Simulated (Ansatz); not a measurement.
The system is CdSe.

```
Cd Se
1.0
     0.00000    3.02878    3.02878
     3.02878    0.00000    3.02878
     3.02878    3.02878    0.00000
Cd Se
1 1
Direct
  0.00000 0.00000 0.00000
  0.25000 0.25000 0.25000
```

Measurements of this composition are mostly on another form, of space group No. 186.

The cell isn't the ideal one: cell squeezed.

* Program: Ansatz 0.2.0
* Task: relaxation of cell and atoms
* Functional: PBE
* Dispersion: D3(BJ)+ATM
* Potentials or basis: all-electron PAW datasets made for the crystal
* k mesh: 8 × 8 × 8
* Occupations: tetrahedron
* Spin: collinear spin, random start
* Starting moments: [0.29, 0.0] μB

At the start: volume 27.78 Å³/atom.

How do energy, volume and symmetry change on relaxing?

Over 4 steps the energy falls by 4.4 meV/atom and the volume is 28.67 Å³/atom (+3.2 %); space group F-43m (No. 216, to 0.05 Å); moment 0.00 μB per cell.

The path:
```tsv
step	energy change (eV)	largest force (eV/Å)	volume (Å³)
1	0.0000	0.0000	55.57
2	-0.0082	0.0000	57.75
3	-0.0087	0.0000	57.34
4	-0.0088	0.0000	57.34
```

Final structure:
```
Cd Se
1.0
     0.00000    3.06056    3.06056
     3.06056    0.00000    3.06056
     3.06056    3.06056    0.00000
Cd Se
1 1
Direct
  0.00000 0.00000 0.00000
  0.25000 0.25000 0.25000
```

Caveat: the program listed the state as in doubt; with tetrahedron occupations forces and stress needn't match the slope of the energy; the starting moments weren't kept.
